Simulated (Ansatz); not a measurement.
# ZnO: the cost of one run

Computed with Ansatz 0.2.0 (DFT PBE, scalar-relativistic, plane waves, PAW, unless a step's input says otherwise).

1 further run of the same task is left out (set aside as unsound or not needed).

**1. The starting structure**

The structure is hexagonal, space group P6_3mc (No. 186). Conventional cell: a = 3.279 Å, b = 3.279 Å, c = 5.293 Å, α = 90.00°, β = 90.00°, γ = 120.00°. Around Zn (site symmetry 3m) lie 4 O at 2.00 to 2.01 Å. O (site symmetry 3m) has 4 Zn at 2.00 to 2.01 Å as nearest neighbours.

As a file:

```xyz
4
Lattice="3.2795 0.0000 0.0000 -1.6397 2.8401 0.0000 0.0000 0.0000 5.2931" Properties=species:S:1:pos:R:3 pbc="T T T"
Zn    0.0000    1.8934    0.0080
Zn    1.6397    0.9467    2.6545
O     0.0000    1.8934    2.0146
O     1.6397    0.9467    4.6611
```

This cell was relaxed beforehand with the same method: volume 12.33 Å³/atom, gap on the mesh 0.74 eV.

**2. Cutting the slab**

Miller indices refer to the conventional cell of the relaxed bulk, P6_3mc (No. 186): a = 3.279 Å, b = 3.279 Å, c = 5.293 Å, α = 90.00°, β = 90.00°, γ = 120.00°.

A (100) slab, 6.6 Å thick as cut, with 16 Å of vacuum, in a 2×1 surface cell; its outer planes are ZnO (top) and ZnO (bottom).

The slab as cut. Layers, bottom to top:

```tsv
plane	atoms per cell	height over the lowest (Å)
1	Zn2O2	0.00
2	Zn2O2	0.95
3	Zn2O2	2.84
4	Zn2O2	3.79
5	Zn2O2	5.68
6	Zn2O2	6.63
```

**3. The clean surface, relaxed**

File input.yaml:

```yaml
crystal:
  lattice:
    - [6.5589506404, 0.0, 0.0]
    - [0.0, 5.2931304652, 0.0]
    - [0.0, 0.0, 22.6269208562]
  atoms:
    - { symbol: Zn, position: [0.5, 0.9984973118, 0.353561143] }
    - { symbol: Zn, position: [0.0, 0.9984973118, 0.353561143] }
    - { symbol: O, position: [0.5, 0.6194026882, 0.353561143] }
    - { symbol: O, position: [0.0, 0.6194026882, 0.353561143] }
    - { symbol: Zn, position: [0.75, 0.4984973118, 0.3954008164] }
    - { symbol: Zn, position: [0.25, 0.4984973118, 0.3954008164] }
    - { symbol: O, position: [0.75, 0.1194026882, 0.3954008164] }
    - { symbol: O, position: [0.25, 0.1194026882, 0.3954008164] }
    - { symbol: Zn, position: [0.75, 0.9984973118, 0.4790801633] }
    - { symbol: Zn, position: [0.25, 0.9984973118, 0.4790801633] }
    - { symbol: O, position: [0.75, 0.6194026882, 0.4790801633] }
    - { symbol: O, position: [0.25, 0.6194026882, 0.4790801633] }
    - { symbol: Zn, position: [0.0, 0.4984973118, 0.5209198367] }
    - { symbol: Zn, position: [0.5, 0.4984973118, 0.5209198367] }
    - { symbol: O, position: [0.0, 0.1194026882, 0.5209198367] }
    - { symbol: O, position: [0.5, 0.1194026882, 0.5209198367] }
    - { symbol: Zn, position: [0.0, 0.9984973118, 0.6045991836] }
    - { symbol: Zn, position: [0.5, 0.9984973118, 0.6045991836] }
    - { symbol: O, position: [0.0, 0.6194026882, 0.6045991836] }
    - { symbol: O, position: [0.5, 0.6194026882, 0.6045991836] }
    - { symbol: Zn, position: [0.25, 0.4984973118, 0.646438857] }
    - { symbol: Zn, position: [0.75, 0.4984973118, 0.646438857] }
    - { symbol: O, position: [0.25, 0.1194026882, 0.646438857] }
    - { symbol: O, position: [0.75, 0.1194026882, 0.646438857] }
basis:
  ecutwfc: 420
kpoints:
  mp_grid: { grid: [3, 3, 1] }
hamiltonian:
  xc: pbe
scf:
  occupations: { method: gaussian, width: 0.05 }
output:
  forces: true
  eigenvalues: true
  write_density: true
  write_potential: true
  elf: true
  volumetric_format: npy
relax:
  adjacent_minimum: "off"
  f_tol: 0.03
  max_steps: 70
  constraints: [{ sites: [0, 1, 2, 3, 4, 5, 6, 7, 8, 9, 10, 11] }]
efield:
  axis: 3
  dipole_correction: true
  ramp_width: 0.04
```

Started as:

```
$ ansatz run input.yaml --threads 4 --pin off --max-ram 10240MiB --backend cpu --events-out ev --progress --plain --runs-dir out
```

What time and memory should one allow on 4 threads of Arm Neoverse V2, shared host?

About 99 s, with a peak of 1.9 GiB.
